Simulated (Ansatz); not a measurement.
KTaO₃: deformation potentials from a series

```yaml
crystal:
  lattice:
    - [3.98830, 0.00000, 0.00000]
    - [0.00000, 3.98830, 0.00000]
    - [0.00000, 0.00000, 3.98830]
  atoms:
    - { symbol: K, position: [0.50000, 0.50000, 0.50000] }
    - { symbol: Ta, position: [0.00000, 0.00000, 0.00000] }
    - { symbol: O, position: [0.50000, 0.00000, 0.00000] }
    - { symbol: O, position: [0.00000, 0.50000, 0.00000] }
    - { symbol: O, position: [0.00000, 0.00000, 0.50000] }
```

Atoms are numbered in the order listed.

The cell comes from COD entry 2102087, which wasn't checked; take it as a given geometry.

No spin–orbit coupling, which matters for the heavy atoms here.

These are results of Ansatz 0.2.0, DFT, PBE, all-electron LAPW, scalar-relativistic, not measurements.

Numerical set-up: a Γ-centred 5×5×5 k mesh, Fermi–Dirac smearing of 0.01 eV, basis error target 0.5 meV/atom, no spin polarisation.

The cell is scaled evenly. Fractional coordinates are held (clamped ions).

The valence-band top of this crystal doesn't lie at Γ but 0.60 eV above the top filled level there.

Only quantities that a quadratic follows smoothly over the whole series are listed; rougher ones are left out.

```tsv
ln(V/Vcell)	direct gap at Γ (eV)	smallest gap on mesh and path (eV)
-0.0619	2.917	2.361
-0.0408	2.892	2.317
-0.0202	2.863	2.272
-0.0101	2.847	2.250
0.0000	2.830	2.228
0.0100	2.813	2.206
0.0198	2.795	2.183
0.0583	2.719	2.094
```

(1) Fit the series and give the slopes at zero strain.

(2) One run, at ln(V/Vcell) = 0.0392, is withheld. Predict its row.

Results:

(1) Least-squares fits y = p0 + p1 x + p2 x² to the rows give direct gap at Γ (eV): p1 = -1.67, p2 = -4.2; smallest gap on mesh and path (eV): p1 = -2.23, p2 = -1.2. So dEg/dln V = -1.7 eV for the direct gap at Γ, which isn't the fundamental gap here: that one has dEg/dln V = -2.2 eV. Semilocal gaps are too small, but their slopes carry over better.

(2) The fits give 2.758, 2.139; the run gave 2.758, 2.139.
